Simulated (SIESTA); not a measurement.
## MgTe under changes of volume

One of the cells (33.761 Å³/atom); the others are scaled copies at fixed shape and fractional positions:

```xyz
2
Lattice="0.0000 3.2320 3.2320 3.2320 0.0000 3.2320 3.2320 3.2320 0.0000" Properties=species:S:1:pos:R:3 pbc="T T T"
Te    1.6160    1.6160    1.6160
Mg    0.0000    0.0000    0.0000
```

The cell comes from a database or a generator and needn't be the stable form of this composition.

| Property | Result |
| --- | --- |
| Program | SIESTA 5.4.2 |
| Functional | PBEsol |
| Potentials or basis | PseudoDojo 0.4 standard (PBEsol files) |
| Basis | DZP (energy shift 0.003 Ry; two zetas on semicore shells) |
| Grid cutoff | 800 Ry |
| Energy shift | 0.003 Ry |
| k mesh | 7 × 7 × 7 |
| Occupations | fermi-dirac, width 0.05 eV |
| Spin | no spin polarisation |

| volume (Å³/atom) | energy over the lowest point (meV/atom) | pressure (GPa) | gap on the mesh (eV) |
| --- | --- | --- | --- |
| 31.735 | ? | ? | ? |
| 32.410 | 7.09 | 1.7 | 2.51 |
| 33.086 | 1.88 | 0.8 | 2.41 |
| 33.761 | 0.00 | 0.1 | 2.32 |
| 34.436 | 1.17 | -0.6 | 2.23 |
| 35.111 | 5.93 | -1.2 | 2.15 |
| 35.787 | 12.24 | -1.8 | 2.07 |

Problem. What does the run at 31.735 Å³/atom give?

Solution. Energy over the lowest point 16.07 meV/atom; pressure 2.6 GPa; gap on the mesh 2.61 eV.

Worked out: A Birch-Murnaghan fit of order 3 (a polynomial in V^(-2/3)) to the other rows has its minimum at 33.78 Å³/atom with B0 = V·E''(V) = 38 GPa and B' = 5.5. It gives 16.63 meV/atom at 31.735 Å³/atom, against the run's 16.07, and -dE/dV = 2.8 GPa, against 2.6. A straight line through the other rows of the gap, of slope -4.43 eV per unit of ln V (its deformation potential), extrapolates to 2.60 eV, against the run's 2.61.

Energies are extrapolated to zero smearing.

Caveats: spin-orbit coupling is left out, which moves the levels of the heavy elements; an odd mesh through Γ misses points on the zone boundary, where band edges often lie; the basis of atomic orbitals isn't converged, which shifts pressures, moduli and gaps.
